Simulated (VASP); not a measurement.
## C3H4: single point with HSE06+D3(BJ)

The system is C3H4, in a box.

```
C H
1.0
    14.19329    0.00000    0.00000
     0.00000   14.69329    0.00000
     0.00000    0.00000   15.19329
C H
3 4
Direct
  0.42837 0.50030 0.58881
  0.47970 0.50249 0.52519
  0.54126 0.50518 0.44886
  0.38304 0.49838 0.64501
  0.54171 0.57336 0.41881
  0.51814 0.45633 0.39834
  0.61422 0.48807 0.46700
```

```json
{"Program": "VASP 6.6.1", "Task": "single point", "Functional": "HSE06", "Dispersion": "D3(BJ)", "Potentials or basis": "VASP PAW PBE potentials, release 64 (C, H)", "Cutoff": "400 eV", "k mesh": "1 × 1 × 1", "Occupations": "gaussian, width 0.01 eV", "Spin": "no spin polarisation"}
```

```
Largest force                   : 0.951 eV/Å
Gap between the frontier levels : 6.92 eV
Dispersion energy per atom      : -0.008 eV
```

Forces on the atoms (eV/Å):
```
C    0.547  0.019 -0.716
C   -0.576 -0.036  0.757
C    0.097 -0.008 -0.153
H    0.120  0.016 -0.164
H   -0.017 -0.207  0.137
H    0.082  0.184  0.200
H   -0.253  0.032 -0.061
```

Levels at points of the mesh, in eV from the valence-band top:
```
           k point  band 6  band 7  band 8  band 9  band 10  band 11
(0.00, 0.00, 0.00)   -4.43    0.00    0.00    6.92     7.51     7.60
```

Wall time 72 s on 4 MPI ranks on AMD EPYC 9R45 (Zen 5) (shared host), peak memory 0.74 GiB a rank.

Caveat: the standard files for N, O and F lose accuracy on very short bonds; the PAW data sets were made with another functional, which shifts forces and pressure a little.
